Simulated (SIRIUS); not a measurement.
SnSe: equation of state with PBEsol

SnSe:

```
Sn Se
1.0
     0.00000    3.01000    3.01000
     3.01000    0.00000    3.01000
     3.01000    3.01000    0.00000
Sn Se
1 1
Direct
  0.00000 0.00000 0.00000
  0.50000 0.50000 0.50000
```

Measurements of this composition are mostly on another form, of space group No. 62.

| Property | Result |
| --- | --- |
| Program | SIRIUS 7.10.0 |
| Task | equation of state |
| Functional | PBEsol |
| Potentials or basis | PseudoDojo 0.4.1 PBEsol standard (scalar relativistic) |
| Cutoff | 1177 eV |
| Density cutoff | 4707 eV |
| k mesh | 8 × 8 × 8 |
| Occupations | fermi-dirac, width 0.05 eV |
| Spin | no spin polarisation |
| Libxc names | ["XC_GGA_X_PBE_SOL", "XC_GGA_C_PBE_SOL"] |
| Radial cutoff for the potentials' integrals | 6.5 bohr |

```
Equilibrium volume                      : 26.29 Å³/atom
Bulk modulus                            : 56 GPa
Pressure derivative of the bulk modulus : 4.4
```

Energy against volume, from the lowest point:
```csv
volume (Å³/atom),energy (meV/atom)
25.635,2.91
26.180,0.00
26.725,1.16
27.271,5.97
27.816,14.03
28.362,25.01
28.907,38.61
```

All runs of the series together: 9.9 min on 1 thread of Arm Neoverse V1 (shared host).
